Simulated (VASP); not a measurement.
VASP input:

### INCAR
```
SYSTEM = BaF2
PREC = Accurate
ENCUT = 520
EDIFF = 1E-6
NELM = 100
ALGO = Normal
LREAL = .FALSE.
LASPH = .TRUE.
ISMEAR = 1
SIGMA = 1.5
GGA = PE
LMAXMIX = 4
LWAVE = .FALSE.
LCHARG = .FALSE.
ISIF = 2
```

KPOINTS:
```
Automatic mesh
0
Gamma
5 5 5
0 0 0
```

### POSCAR
```
BaF2
1
    0.0000000000     3.1000000000     3.1000000000
    3.1000000000     0.0000000000     3.1000000000
    3.1000000000     3.1000000000     0.0000000000
Ba F
1 2
Direct
  0.0000000000   0.0000000000   0.0000000000
  0.2500000000   0.2500000000   0.2500000000
  0.7500000000   0.7500000000   0.7500000000
```

POTCAR, in this order: Ba_sv F (PBE.64 set). Program: vasp_std.

Q: Does this input run properly? What does VASP do?

A: There is a fault: SIGMA is far too large. The run ends without an error. Against the sound run, the energy per atom (σ→0) rises by 0.075 eV/atom; the pressure drops by 0.78 GPa; the band gap rises by 0.02 eV.

standard output:
```
 POSCAR found type information on POSCAR BaF
 POSCAR found :  2 types and       3 ions
 Reading from existing POTCAR
 Reading from existing POTCAR
 LDA part: xc-table for (Slater+PW92), standard interpolation
 POSCAR, INCAR and KPOINTS ok, starting setup
 WAVECAR not read
 entering main loop
       N       E                     dE             d eps       ncg     rms          rms(c)
DAV:   1     0.161440456660E+03    0.16144E+03   -0.12997E+04   320   0.139E+03
DAV:   2    -0.126447927932E+02   -0.17409E+03   -0.17070E+03   424   0.301E+02
DAV:   3    -0.183389705872E+02   -0.56942E+01   -0.56769E+01   392   0.636E+01
DAV:   4    -0.184382111032E+02   -0.99241E-01   -0.99225E-01   432   0.754E+00
DAV:   5    -0.184418040818E+02   -0.35930E-02   -0.35929E-02   400   0.990E-01    0.866E+00
DAV:   6    -0.166661085151E+02    0.17757E+01   -0.10034E+01   320   0.253E+01    0.444E+00
DAV:   7    -0.166644244774E+02    0.16840E-02   -0.38136E-01   416   0.568E+00    0.224E+00
DAV:   8    -0.166825684034E+02   -0.18144E-01   -0.57830E-02   360   0.294E+00    0.299E-01
DAV:   9    -0.166904710333E+02   -0.79026E-02   -0.16312E-02   360   0.924E-01    0.148E-01
DAV:  10    -0.166930220950E+02   -0.25511E-02   -0.37233E-03   328   0.450E-01    0.407E-02
DAV:  11    -0.166930368607E+02   -0.14766E-04   -0.33633E-04   432   0.149E-01    0.231E-02
DAV:  12    -0.166930476529E+02   -0.10792E-04   -0.78151E-05   320   0.664E-02    0.302E-03
DAV:  13    -0.166930482380E+02   -0.58505E-06   -0.21331E-06   424   0.104E-02
   1 F= -.16693048E+02 E0= -.16885084E+02  d E =0.576107E+00
```

**OUTCAR**
```
------------------------ aborting loop because EDIFF is reached ----------------------------------------
  FORCE on cell =-STRESS in cart. coord.  units (eV):
  Direction    XX          YY          ZZ          XY          YZ          ZX
  --------------------------------------------------------------------------------------
  Total        0.5929338      0.5929338      0.5929338      0.0000000      0.0000000     -0.0000000
  in kB       15.9441632     15.9441632     15.9441632      0.0000000      0.0000000     -0.0000000
  external PRESSURE =      15.9441632 kB  Pullay stress =       0.0000000 kB
  volume of cell :       59.58
      direct lattice vectors                 reciprocal lattice vectors
     0.000000000  3.100000000  3.100000000    -0.161290323  0.161290323  0.161290323
     3.100000000  0.000000000  3.100000000     0.161290323 -0.161290323  0.161290323
     3.100000000  3.100000000  0.000000000     0.161290323  0.161290323 -0.161290323
 POSITION                                       TOTAL-FORCE (eV/Angst)
 -----------------------------------------------------------------------------------
      0.00000      0.00000      0.00000         0.000000      0.000000      0.000000
      1.55000      1.55000      1.55000        -0.000000     -0.000000     -0.000000
      4.65000      4.65000      4.65000         0.000000      0.000000      0.000000
 -----------------------------------------------------------------------------------
    total drift:                                0.000000      0.000000      0.000000
  FREE ENERGIE OF THE ION-ELECTRON SYSTEM (eV)
  ---------------------------------------------------
  free  energy   TOTEN  =       -16.6930482380 eV

  energy  without entropy=      -17.2691550714  energy(sigma->0) =      -16.88508385
```
(Selected blocks of OUTCAR.)

To mend it, set ISMEAR = 0, set SIGMA = 0.05.

The mended run (PBE GGA, plane waves, VASP's PBE PAW potentials (set 64)) converges, and its OSZICAR ends with
```
   1 F= -.17108659E+02 E0= -.17108659E+02  d E =-.525817E-20
```

The compound is BaF2 in the fluorite structure. The cell was not relaxed at this level.
